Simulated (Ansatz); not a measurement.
# MgS (F-43m) in Ansatz: notebook

One crystal, MgS, is run at these levels: PBEsol; tasks: single point.

All numbers are computed with Ansatz 0.2.0; they aren't measurements. Logs are shortened: lines on timing, memory, paths and dates and some standing lists are left out, and cuts for length are marked.

### 1 Starting point

Symmetry: F-43m, No. 216, cubic system. The conventional cell has a = 5.666 Å, b = 5.666 Å, c = 5.666 Å, α = 90.00°, β = 90.00°, γ = 90.00°. Around S (site symmetry -43m) lie 4 Mg at 2.45 Å. Mg (site symmetry -43m) is surrounded by 4 S at 2.45 Å.

The cell comes from a database or a generator and needn't be the stable form of this composition.

### 2 Single point, PBEsol, 21.38 Å³/atom (volume scaled by 0.94)

The input, input.yaml:

```yaml
crystal:
  lattice:
    - [0.0, 2.7752850422, 2.7752850422]
    - [2.7752850422, 0.0, 2.7752850422]
    - [2.7752850422, 2.7752850422, 0.0]
  atoms:
    - { symbol: S, position: [0.25, 0.25, 0.25] }
    - { symbol: Mg, position: [0.0, 0.0, 0.0] }
kpoints:
  mp_grid: { grid: [8, 8, 8] }
scf:
  occupations: { method: fermi_dirac, width: 0.05 }
hamiltonian:
  xc: pbesol
  pseudopotentials: { kind: all_electron, lapw: { basis_error: 0.0005 } }
output:
  forces: true
  stress: true
  eigenvalues: true
```

Potentials or basis: all-electron LAPW, scalar-relativistic.

Run with:

```bash
$ ansatz run input.yaml --threads 1 --pin off --max-ram 3072MiB --backend cpu --events-out ev --progress --plain --runs-dir out
```

The log of the run:

```text
Warning: RAYON_NUM_THREADS=1 ignored (pool sized by the plan → 1); use --threads N
LAPW: plane waves up to 7.888 Å⁻¹, error target 5.0e-4 eV per atom; small_component_spin mean_spin; Mg in spheres of 1.238 Å, 10 of its electrons in bands, Dirac shells []; S in spheres of 1.165 Å, 14 of its electrons in bands, Dirac shells [] (how accurate: hamiltonian.pseudopotentials.lapw.basis_error, Limitations)
Engine: ansatz 0.2.0, aarch64-unknown-linux-gnu
Pseudopotentials: kind: all_electron
Pseudopotential: S, LAPW, valence charge 14, lapw/all_electron/scalar/gaussian/S, Koelling and Harmon's equation, gaussian nucleus
Pseudopotential: Mg, LAPW, valence charge 10, lapw/all_electron/scalar/gaussian/Mg, Koelling and Harmon's equation, gaussian nucleus
Functional definition: PBEsol
  exchange = pbesol_x
  correlation = pbesol_c
Crystal: 2 atoms, lattice volume = 42.752 Å³
Basis set: ecut = 237.06920398910935 eV, 339 PW (Γ), exchange–correlation at level 2
Bands: 16, of which v1, the nominal top of the filled ones, is band 12 counted from 1 (11 counted from 0)
Symmetry: 24 space group operations
Space group: F-43m (ITA 216), of the structure as read, at distance tolerance 3.5e-5 Å
k-points: 29 of 512 (time reversal used)
Non-local potential: S, projectors of the file, none
Non-local potential: Mg, projectors of the file, none
Initial density: superposition of atomic densities (chi_scale 0.1, normalization cell, long waves kept (reshape's long-wave potential 0.00 eV rms))
Initial wavefunctions: plane waves of lowest kinetic energy (no species holds an atomic orbital)
Functional: x = pbesol(κ = 0.804, μ = 0.12345679012345678), c = pbesol(β = 0.046)
iter 1 solved again at ethr=5.73e-3 eV; its pass at ethr=1.00e-1 eV (dr2=1.37e0 eV) is discarded
SCF iter   1: F=—  HF=-16288.434699 eV  |F-HF|=—  |Δ(HF+E_count)|=         —  Δρ=4.15e-2  dr2=1.37e0  ethr=5.73e-3  ⟨swp⟩=2.0  Hψ=3216  notcnv=0
preconditioner: auto → none  [insulator: Δε(μ)=4.297 eV  Ē_g=11.913 eV  σ=0.050 eV  W_gap=1.00  n_scr=14 (ndim 8)  ℏωp=16.1 eV  f_vac=0.000  D(μ)=0.00/eV (n_scr^D=0)  ε∞_Penn≈2.8]
iter 2 solved again at ethr=1.18e-4 eV; its pass at ethr=5.73e-3 eV (dr2=2.83e-2 eV) is discarded
SCF iter   2: F=—  HF=-16287.962744 eV  |F-HF|=—  |Δ(HF+E_count)|=   4.72e-1  Δρ=1.02e-2  dr2=2.83e-2  ethr=1.18e-4  ⟨swp⟩=2.0  Hψ=2439  notcnv=0
SCF iter   3: F=—  HF=-16287.954961 eV  |F-HF|=—  |Δ(HF+E_count)|=         —  Δρ=5.24e-3  dr2=1.21e-2  ethr=1.18e-4  ⟨swp⟩=2.0  Hψ=1391  notcnv=0
the basis was enlarged: its passes take 577.9 KiB over the memory plan, 1 of 1 planned eigensolver slots
SCF iter   4: F=—  HF=-16287.956180 eV  |F-HF|=—  |Δ(HF+E_count)|=   1.22e-3  Δρ=2.84e-4  dr2=2.49e-5  ethr=5.04e-5  ⟨swp⟩=2.0  Hψ=1349  notcnv=0
SCF iter   5: F=—  HF=-16287.956211 eV  |F-HF|=—  |Δ(HF+E_count)|=   3.05e-5  Δρ=6.33e-5  dr2=9.36e-7  ethr=1.04e-7  ⟨swp⟩=3.0  Hψ=1350  notcnv=0
SCF iter   6: F=-16287.956212 eV  HF=-16287.956212 eV  |F-HF|=1.20e-7  |Δ(HF+E_count)|=   1.22e-6  Δρ=1.74e-5  dr2=7.31e-8  ethr=3.90e-9  ⟨swp⟩=3.0  Hψ=1341  notcnv=0
SCF 1 converged in 6 iterations: F = -16287.956212 eV  dr2 = 7.31e-8
SCF converged after 6 iterations
Free energy (F): -16287.956212 eV
Harris-Foulkes:  -16287.956212 eV  (|F-HF|=1.20e-7)
Internal energy: -16287.956212 eV  (E = F + TS)
E sigma→0 (E₀):  -16287.956212 eV
Fermi energy:    5.678065 eV
--- Per-component energies (eV) ---
  E_band       = -1617.665814
  E_kinetic    = 16341.481256
  E_xc         = -1117.708454
  E_electrostatic = -31511.729014  (all electrons and nuclei)
  E_smearing   = -0.000000  (= −TS)
  E_closure    = 0.000000  (closes the sum)
  E_atoms      = -16279.094668  (free atoms, spherical and without spin; not in F)
  Σ components = -16287.956212   (vs F -16287.956212, Δ=0.00e0)
  Basis errors (estimates in eV, not in F): energy 2.6e-4 per atom: plane waves 2.4e-4 (1.5e-4 summed), levels above the bands 9.0e-67, relativity 9.1e-9, radial functions 2.2e-5, core shells 3.2e-14; eigenvalues (radial functions only) 7.4e-7; not estimated: angular momenta, meshes, grids; target (lapw.basis_error) 5.0e-4; muffin-tin radii Mg 1.238 Å, S 1.165 Å
--- Forces (eV/Å), atoms counted from 1 ---
  atom   1  S     -0.00000000     0.00000000    -0.00000000
  atom   2  Mg     0.00000000    -0.00000000    -0.00000000
  max |Σ_I F_I| component: 1.85e-17 eV/Å
--- Stress (GPa, compression-positive) ---
        3.462919       0.000000      -0.000000
        0.000000       3.462919       0.000000
       -0.000000       0.000000       3.462919
  P = ⅓ Tr σ = 3.4629 GPa (34.629 kbar)
--- Band table (eV; the first three rows and the last of 29) ---
  k-point 0: bands = ["-198.8495", "-143.8908", "-143.8908", "-143.8908", "-69.4228", "-36.3743", "-36.3743", "-36.3743", "-7.6420", "3.8333", "3.8333", "3.8333", "7.4230", "11.8164", "11.8164", "11.8164"]
  k-point 1: bands = ["-198.8495", "-143.8908", "-143.8908", "-143.8908", "-69.4228", "-36.3748", "-36.3744", "-36.3744", "-7.5420", "3.1005", "3.7763", "3.7763", "8.1097", "11.6462", "12.0039", "12.0039"]
  k-point 2: bands = ["-198.8495", "-143.8908", "-143.8908", "-143.8908", "-69.4228", "-36.3761", "-36.3746", "-36.3746", "-7.2812", "1.8376", "3.6481", "3.6481", "8.9464", "11.7472", "12.0116", "12.0116"]
  k-point 28: bands = ["-198.8495", "-143.8908", "-143.8908", "-143.8908", "-69.4227", "-36.3772", "-36.3763", "-36.3756", "-6.5821", "1.3962", "1.8092", "2.3709", "9.2451", "11.9632", "12.0606", "12.4659"]
```

It took 5.5 s on 1 thread of Arm Neoverse V2, shared host; peak memory 0.24 GiB.

Results:

```
Free energy            : -16287.9562 eV
Pressure               : 3.5 GPa
Band gap on the k mesh : 3.59 eV, direct
```

### 3 Single point, PBEsol, 21.83 Å³/atom (volume scaled by 0.96)

input.yaml, as its differences from that of step 2:

```diff
@@ -2,5 +2,5 @@
   lattice:
-    - [0.0, 2.7752850422, 2.7752850422]
-    - [2.7752850422, 0.0, 2.7752850422]
-    - [2.7752850422, 2.7752850422, 0.0]
+    - [0.0, 2.794829947, 2.794829947]
+    - [2.794829947, 0.0, 2.794829947]
+    - [2.794829947, 2.794829947, 0.0]
   atoms:
```

Potentials or basis: all-electron LAPW, scalar-relativistic.

Run with:

```bash
$ ansatz run input.yaml --threads 1 --pin off --max-ram 3072MiB --backend cpu --events-out ev --progress --plain --runs-dir out
```

Run time: 5.7 s. Hardware: 1 thread of Arm Neoverse V2, shared host; peak memory 0.24 GiB.

The run converged. Its results:

| Property | Result |
| --- | --- |
| Free energy | -16287.9717 eV |
| Pressure | 2.0 GPa |
| Band gap on the k mesh | 3.48 eV, direct |

### 4 Single point, PBEsol, 22.29 Å³/atom (volume scaled by 0.98)

input.yaml, as its differences from that of step 3:

```diff
@@ -2,5 +2,5 @@
   lattice:
-    - [0.0, 2.794829947, 2.794829947]
-    - [2.794829947, 0.0, 2.794829947]
-    - [2.794829947, 2.794829947, 0.0]
+    - [0.0, 2.8141052454, 2.8141052454]
+    - [2.8141052454, 0.0, 2.8141052454]
+    - [2.8141052454, 2.8141052454, 0.0]
   atoms:
```

Run with:

```bash
$ ansatz run input.yaml --threads 1 --pin off --max-ram 3072MiB --backend cpu --events-out ev --progress --plain --runs-dir out
```

Wall time 5.7 s (1 thread of Arm Neoverse V2, shared host); peak memory 0.24 GiB.

Results (log left out):

```
Free energy            : -16287.9794 eV
Pressure               : 0.7 GPa
Band gap on the k mesh : 3.38 eV, direct
```

### 5 Single point, PBEsol, 22.74 Å³/atom

input.yaml, as its differences from that of step 4:

```diff
@@ -2,5 +2,5 @@
   lattice:
-    - [0.0, 2.8141052454, 2.8141052454]
-    - [2.8141052454, 0.0, 2.8141052454]
-    - [2.8141052454, 2.8141052454, 0.0]
+    - [0.0, 2.8331200468, 2.8331200468]
+    - [2.8331200468, 0.0, 2.8331200468]
+    - [2.8331200468, 2.8331200468, 0.0]
   atoms:
```

Run with:

```bash
$ ansatz run input.yaml --threads 1 --pin off --max-ram 3072MiB --backend cpu --events-out ev --progress --plain --runs-dir out
```

Wall time 5.6 s (1 thread of Arm Neoverse V2, shared host); peak memory 0.24 GiB.

It converged, with:

| Property | Result |
| --- | --- |
| Free energy | -16287.9801 eV |
| Pressure | -0.5 GPa |
| Band gap on the k mesh | 3.28 eV, direct |

### 6 Single point, PBEsol, 23.20 Å³/atom (volume scaled by 1.02)

input.yaml, as its differences from that of step 5:

```diff
@@ -2,5 +2,5 @@
   lattice:
-    - [0.0, 2.8331200468, 2.8331200468]
-    - [2.8331200468, 0.0, 2.8331200468]
-    - [2.8331200468, 2.8331200468, 0.0]
+    - [0.0, 2.851882978, 2.851882978]
+    - [2.851882978, 0.0, 2.851882978]
+    - [2.851882978, 2.851882978, 0.0]
   atoms:
```

Potentials or basis: all-electron LAPW, scalar-relativistic.

Run with:

```bash
$ ansatz run input.yaml --threads 1 --pin off --max-ram 3072MiB --backend cpu --events-out ev --progress --plain --runs-dir out
```

Wall time 5.7 s (1 thread of Arm Neoverse V2, shared host); peak memory 0.24 GiB.

The run converged. Its results:

- Free energy: -16287.9744 eV
- Pressure: -1.5 GPa
- Band gap on the k mesh: 3.19 eV, direct

### 7 Single point, PBEsol, 23.65 Å³/atom (volume scaled by 1.04)

input.yaml, as its differences from that of step 6:

```diff
@@ -2,5 +2,5 @@
   lattice:
-    - [0.0, 2.851882978, 2.851882978]
-    - [2.851882978, 0.0, 2.851882978]
-    - [2.851882978, 2.851882978, 0.0]
+    - [0.0, 2.8704022176, 2.8704022176]
+    - [2.8704022176, 0.0, 2.8704022176]
+    - [2.8704022176, 2.8704022176, 0.0]
   atoms:
```

Run with:

```bash
$ ansatz run input.yaml --threads 1 --pin off --max-ram 3072MiB --backend cpu --events-out ev --progress --plain --runs-dir out
```

Run time: 5.7 s. Hardware: 1 thread of Arm Neoverse V2, shared host; peak memory 0.24 GiB.

Results (log left out):

- Free energy: -16287.9630 eV
- Pressure: -2.5 GPa
- Band gap on the k mesh: 3.10 eV, direct

### 8 Single point, PBEsol, 24.10 Å³/atom (volume scaled by 1.06)

input.yaml, as its differences from that of step 7:

```diff
@@ -2,5 +2,5 @@
   lattice:
-    - [0.0, 2.8704022176, 2.8704022176]
-    - [2.8704022176, 0.0, 2.8704022176]
-    - [2.8704022176, 2.8704022176, 0.0]
+    - [0.0, 2.8886855272, 2.8886855272]
+    - [2.8886855272, 0.0, 2.8886855272]
+    - [2.8886855272, 2.8886855272, 0.0]
   atoms:
```

Run with:

```bash
$ ansatz run input.yaml --threads 1 --pin off --max-ram 3072MiB --backend cpu --events-out ev --progress --plain --runs-dir out
```

Wall time 5.7 s (1 thread of Arm Neoverse V2, shared host); peak memory 0.24 GiB.

Results (log left out):

* Free energy: -16287.9464 eV
* Pressure: -3.3 GPa
* Band gap on the k mesh: 3.01 eV, direct
